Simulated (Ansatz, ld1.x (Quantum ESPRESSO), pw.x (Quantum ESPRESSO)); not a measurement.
scandium: does the TM potential hold in the solid?

```json
{
  "Element": "scandium",
  "Generator": "ld1.x (Quantum ESPRESSO) 7.5",
  "Type": "norm-conserving Troullier–Martins (Kleinman–Bylander form)",
  "Functional": "PBE",
  "Relativity": "scalar-relativistic",
  "Frozen core": "[Ar]",
  "Valence charge": "3",
  "Reference configuration": "3d1 4s2 4p0",
  "Partial waves": "4p (bound, empty): rc 4.12 bohr; 3d (bound): rc 1.80 bohr; 4s (bound): rc 3.10 bohr",
  "Local potential": "the s channel",
  "Core correction": "none"
}
```

Atomic tests: cutoffs needed: 50 Ry and 70 Ry (the cutoffs (Ry, on a coarse ladder) from which the occupation-weighted sum of valence levels, in a spherical-Bessel basis at the reference potential, stays within 10 and 1 mRy of its value at 400 Ry); ghost test: no extra level below or beside the all-electron valence levels (p, d, s, f tested) (spherical-Bessel basis up to 400 Ry, 20 bohr box); largest excitation error: +507 meV (all-electron minus pseudo) for 3d0 4s2 4p0, out of 7 test configurations.

Crystal test: bcc Sc in pw.x 7.5, no spin, 13³ k-points, Fermi–Dirac smearing 0.01 Ry, cutoffs 85/340 Ry. The reference is all-electron LAPW (Ansatz 0.2.0) with the same functional, mesh and smearing; V0 and B0 come from Birch–Murnaghan fits to the pressures at five volumes. Errors are pseudo minus all-electron; Δ is the rms difference of the E(V) curves that follow from these fits, minima aligned, over ±6 % about the mean V0. Mesh and smearing are coarse, so the numbers serve the comparison and aren't converged zero-temperature values; the lattice is a test structure that the element need not adopt.

All-electron: a0 = 3.685 Å (V0 = 25.02 Å³/atom), B0 = 52.2 GPa.

Question: How far does the potential miss the all-electron equation of state?

Answer: mean pressure error (GPa): +4.40. The pressure does not cross zero within the volumes sampled, so no fit is given. The largest radius (4.12 bohr) exceeds half the bond length (3.01 bohr), so the spheres overlap, which is one possible source of error among others. This is a poor potential for the solid.

| V (Å³/atom) | P all-electron (GPa) | P pseudo (GPa) |
| --- | --- | --- |
| 23.762 | 2.92 | 7.77 |
| 24.388 | 1.38 | 5.99 |
| 25.013 | 0.01 | 4.39 |
| 25.638 | -1.23 | 2.94 |
| 26.264 | -2.35 | 1.64 |

Question: At the middle volume, how do free energy and pressure move when the wave cutoff is lowered (ecutrho kept at four times it)?

Answer:

```json
{"cutoff (Ry)": "38", "shift of F (meV/atom)": "+1138.2", "shift of P (GPa)": "-21.01"}
{"cutoff (Ry)": "51", "shift of F (meV/atom)": "+152.3", "shift of P (GPa)": "-5.79"}
{"cutoff (Ry)": "68", "shift of F (meV/atom)": "+3.5", "shift of P (GPa)": "-0.25"}
```

The run at the middle volume (84 k-points, 12 iterations) took about 27 s on one core of a shared host (Neoverse-V1, 32 threads, 247 GiB, load 15).
